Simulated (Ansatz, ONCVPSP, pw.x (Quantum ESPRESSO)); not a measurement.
## What a changed setting does to a pw.x run (bcc Sr)

Potential: optimised norm-conserving Vanderbilt (ONCV), ONCVPSP 4.0.1, PBE; core [Ar] 3d10, reference 4s2 4p6 5s2; waves: 4s+5s: rc 2.05 bohr, ncon 4, nbas 7, qcut 7.4 1/bohr, 2 projectors; 4p: rc 1.90 bohr, ncon 4, nbas 9, qcut 7.3 1/bohr, 2 projectors, debl 2.6 Ha; d scattering state at 0.09 Ha: rc 1.80 bohr, ncon 4, nbas 7, qcut 6 1/bohr, 2 projectors, debl 1.5 Ha; local part: polynomial inside 1.45 bohr (lpopt 1, dvloc0 4 Ha); core correction: Teter function, fcfact 2.75, rcfact 1.7. In the d channel the program set the typed energies aside and used 0.050, 1.550 Ha.

The reference run (k-mesh 10³, cutoffs 50/200 Ry, Fermi–Dirac 0.01 Ry, mixing_beta 0.4, conv_thr 1e-9, no spin) gives -0.00 GPa at 54.586 Å³/atom, where all-electron LAPW gives 0.01 GPa. This run, with its own iteration cap, changes k-mesh shift to 1.

```
&control
  calculation='scf', prefix='x', pseudo_dir='./', outdir='./tmp', tstress=.true., disk_io='none'
/
&system
  ibrav=0, nat=1, ntyp=1, ecutwfc=50, ecutrho=200, nbnd=12,
  occupations='smearing', smearing='fd', degauss=0.01
/
&electrons
  conv_thr=1e-09, mixing_beta=0.4, electron_maxstep=60
/
ATOMIC_SPECIES
Sr 1.0 Sr.UPF
CELL_PARAMETERS angstrom
  -2.38968373 2.38968373 2.38968373
  2.38968373 -2.38968373 2.38968373
  2.38968373 2.38968373 -2.38968373
ATOMIC_POSITIONS crystal
Sr 0.0000 0.0000 0.0000
K_POINTS automatic
10 10 10 1 1 1
```

```bash
pw.x < Sr.scf.in > Sr.scf.out
```

**Question.** How does the run end?

**Answer.** It converges in 6 iterations; the free energy moves by +0.5 meV/atom and the pressure by -0.01 GPa. The result is that of the reference run.

```
Message from routine setup:
     using ibrav=0 with symmetry is DISCOURAGED, use correct ibrav instead
     lattice parameter (alat)  =       7.8217  a.u.
     unit-cell volume          =     368.3646 (a.u.)^3
     number of electrons       =        10.00
     number of Kohn-Sham states=           12
     kinetic-energy cutoff     =      50.0000  Ry
     charge density cutoff     =     200.0000  Ry
     scf convergence threshold =      1.0E-09
     Exchange-correlation= PBE
     number of k points=    44  Fermi-Dirac smearing, width (Ry)=  0.0100
     iteration #  1     ecut=    50.00 Ry     beta= 0.40
     total energy              =     -66.93530178 Ry
     estimated scf accuracy    <       0.00086509 Ry
     iteration #  2     ecut=    50.00 Ry     beta= 0.40
     total energy              =     -66.93553682 Ry
     estimated scf accuracy    <       0.00032222 Ry
     iteration #  3     ecut=    50.00 Ry     beta= 0.40
     total energy              =     -66.93556106 Ry
     estimated scf accuracy    <       0.00000743 Ry
     iteration #  4     ecut=    50.00 Ry     beta= 0.40
     total energy              =     -66.93556224 Ry
     estimated scf accuracy    <       0.00000006 Ry
     iteration #  5     ecut=    50.00 Ry     beta= 0.40
     total energy              =     -66.93556227 Ry
     estimated scf accuracy    <          5.9E-09 Ry
     iteration #  6     ecut=    50.00 Ry     beta= 0.40
     the Fermi energy is     5.1244 ev
!    total energy              =     -66.93556227 Ry
     estimated scf accuracy    <          2.3E-10 Ry
     smearing contrib. (-TS)   =      -0.00620801 Ry
     The total energy is F=E-TS. E is the sum of the following terms:
     one-electron contribution =     -25.46705577 Ry
     hartree contribution      =      13.95784350 Ry
     xc contribution           =     -15.12611930 Ry
     ewald contribution        =     -40.29402269 Ry
     convergence has been achieved in   6 iterations
          total   stress  (Ry/bohr**3)                   (kbar)     P=       -0.07
     Message from routine punch:
     Nothing written, as per user request (disk_io='none')
```

The run took about 6.8 s on one core of a shared server CPU.
